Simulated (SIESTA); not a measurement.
Crystal: As.

```
CELL_PARAMETERS angstrom
1.88080 1.08588 3.51406
-1.88080 1.08588 3.51406
0.00000 -2.17176 3.51406
ATOMIC_POSITIONS crystal
As 0.22600 0.22600 0.22600
As 0.77400 0.77400 0.77400
```

Base run:

```yaml
Program: SIESTA 5.4.2
Functional: PW91
Potentials_or_basis: PseudoDojo 0.4 standard (PBE files)
Basis: DZP (energy shift 0.003 Ry; two zetas on semicore shells)
Grid_cutoff: 500 Ry
Energy_shift: 0.003 Ry
k_mesh: 9 × 9 × 9
Occupations: fermi-dirac, width 0.05 eV
Spin: no spin polarisation
```

Its results: band gap on the k mesh none (metal or under the smearing width); pressure 5.9 GPa; largest force 0.835 eV/Å.

Task: After a change of settings the same cell gave: band gap on the k mesh none (metal or under the smearing width); pressure 10.9 GPa; largest force 0.829 eV/Å. Which change was it?
A. functional from PW91 to LDA; potentials or basis from PseudoDojo 0.4 standard (PBE files) to PseudoDojo 0.4 standard (LDA files)
B. functional from PW91 to BLYP
C. functional from PW91 to WC; potentials or basis from PseudoDojo 0.4 standard (PBE files) to PseudoDojo 0.4 standard (PBEsol files)
D. functional from PW91 to PBEsol; potentials or basis from PseudoDojo 0.4 standard (PBE files) to PseudoDojo 0.4 standard (PBEsol files)

Result: B.

BLYP binds less tightly than PW91, so the same cell stands under more pressure.

Caveats: the potentials were made for another functional, which shifts forces and pressure; the basis of atomic orbitals isn't converged, which shifts pressures, moduli and gaps.

Not every run made on this cell is shown here.
